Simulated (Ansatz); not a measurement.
**BN: opening a crack plane**

BN, F-43m, a = 3.625 Å. The compound has several low-lying forms, and this is one of them. Ansatz: PBE, PAW, 420 eV, Γ-centred 10×10×2 mesh on 12 atoms, Gaussian smearing 0.05 eV; no spin polarisation. One cut on (1-11) per cell of 12 atoms is opened rigidly by x, between planes of N and B that stand 1.57 Å apart; y is the energy per area (5.689 Å², 1 eV/Å² = 16.02 J/m²).

```
x (Å) y (J/m²)
 0.00     0.000
 0.25     1.215
 0.50     3.435
 0.75     5.677
 1.00         ?
 1.50    10.536
 2.00    12.215
 3.00    13.522
 4.50    13.784
 6.00    13.816
```

Problem. Fit the universal binding curve y = W[1 − (1 + x/l) e^(−x/l)] to the other rows, give the peak stress, and predict the missing value.

Solution. Least squares gives W = 13.8 J/m² and l = 0.533 Å. The stress dy/dx peaks at x = l with W/(e l) = 95.2 GPa, for rigid faces. At x = 1.00: x/l = 1.876, y = 7.720 J/m². The run gave 7.643 J/m², so the fit is 0.077 J/m² too high, within twice the rms miss on the fitted rows (0.068 J/m²).

Cost: 12 runs of about 1.6 core-minutes in all, on Intel Xeon Platinum 8488C (Sapphire Rapids) (shared hosts).